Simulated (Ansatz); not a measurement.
Zone-centre phonons of BP at -5.9 GPa: input and output

Theory: DFT LDA, scalar-relativistic, plane waves, PAW in Ansatz.

Launched with:
```bash
ansatz run input.yaml --threads 1 --pin off --max-ram 1228MiB --backend cpu --events-out ev --progress --plain --runs-dir out
```

Input (bare energies are in eV):
```yaml
crystal:
  lattice:
    - [0.0, 2.1585, 2.1585]
    - [2.1585, 0.0, 2.1585]
    - [2.1585, 2.1585, 0.0]
  atoms:
    - { symbol: B, position: [0.0, 0.0, 0.0] }
    - { symbol: P, position: [0.5, 0.5, 0.5] }
basis:
  ecutwfc: 420
kpoints:
  mp_grid: { grid: [16, 16, 16] }
hamiltonian:
  xc: lda
scf:
  occupations: { method: fermi_dirac, width: 0.15 }
output:
  eigenvalues: true
phonons:
  method: dfpt
  eigenvectors: true
```

The end of the output:
```
--- Phonons (Γ-DFPT): 2 representative perturbations + reference, on 349 of 4096 k-points (Σ response iterations 5) ---
  k mesh reduced under 8 symmetry operations, with k and −k counted as one. Each operation leaves every solved perturbation unchanged. A smaller set is not used because it would not reduce the number of displacements ...
  ASR residual: 7.296e-5 → 0.000e0 eV/Å²; symmetrization residual: 2.979e-7 eV/Å²
  ASR residual per site (eV/Å²): 7.30e-5 5.66e-5
  Γ frequencies (cm⁻¹): -190.14 -190.14 -190.14 0.00 0.00 0.00
  non-analytic LO–TO correction: not included (Born effective charges unavailable; polar crystals: no LO–TO splitting at Γ)
```

Its imaginary modes show that this cell, the ideal cubic rocksalt prototype, isn't a minimum of the energy. In a metal, frequencies and elastic constants depend on the k mesh and the smearing, soft modes and shear constants most.

Negative frequencies stand for imaginary ones: the cell is unstable against these modes.